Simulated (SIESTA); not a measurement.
Runs of SIESTA 5.4.2 on Te2Pt (Moncheite). It takes space group P-3m1 (No. 164, trigonal). Conventional cell: a = 4.010 Å, b = 4.010 Å, c = 5.201 Å, α = 90.00°, β = 90.00°, γ = 120.00°. Pt (site symmetry -3m) is surrounded by 6 Te at 2.66 Å. Te (site symmetry 3m) is surrounded by 3 Pt at 2.66 Å. 

```tsv
level	potentials or basis	gap on the mesh (eV)	pressure (GPa)	largest force (eV/Å)
revPBE	PseudoDojo 0.4 standard (PBE files), DZP (energy shift 0.003 Ry; two zetas on semicore shells)	none	13.3	1.67
PBEsol	PseudoDojo 0.4 standard (PBEsol files), DZP (energy shift 0.003 Ry; two zetas on semicore shells)	none	7.2	1.34
BLYP	PseudoDojo 0.4 standard (PBE files), DZP (energy shift 0.003 Ry; two zetas on semicore shells)	none	18.7	(a)
RPBE	PseudoDojo 0.4 standard (PBE files), DZP (energy shift 0.003 Ry; two zetas on semicore shells)	none	13.9	1.71
PBE	PseudoDojo 0.4 standard (PBE files), DZP (energy shift 0.003 Ry; two zetas on semicore shells)	none	11.8	(c)
WC	PseudoDojo 0.4 standard (PBEsol files), DZP (energy shift 0.003 Ry; two zetas on semicore shells)	none	7.8	(b)
LDA	PseudoDojo 0.4 standard (LDA files), DZP (energy shift 0.003 Ry; two zetas on semicore shells)	none	5.0	1.17
AM05	PseudoDojo 0.4 standard (PBEsol files), DZP (energy shift 0.003 Ry; two zetas on semicore shells)	none	6.9	1.22
PW91	PseudoDojo 0.4 standard (PBE files), DZP (energy shift 0.003 Ry; two zetas on semicore shells)	none	12.1	1.64
```

Alike in all rows: task band structure; no spin polarisation; cell as given; k mesh 8 × 8 × 5; smearing fermi-dirac 0.05 eV; grid cutoff 800 Ry; energy shift 0.003 Ry.

**Question.** Fill in the values left out.

**Answer.** (a) 1.95; (b) 1.41; (c) 1.61.

Caveats: short orbitals over semicore shells can move pressures by several GPa; spin-orbit coupling is left out, which moves the levels of the heavy elements; the basis of atomic orbitals isn't converged, which shifts pressures, moduli and gaps; the potentials were made for another functional, which shifts forces and pressure (some runs); forces of over 1 eV/Å show positions far from the minimum, so gaps and moduli don't describe the material at rest (some runs).

A k mesh can miss the band edges, and the runs leave out spin-orbit coupling on Pt, Te.

A gap of «none» marks a metal or a gap under the smearing width.
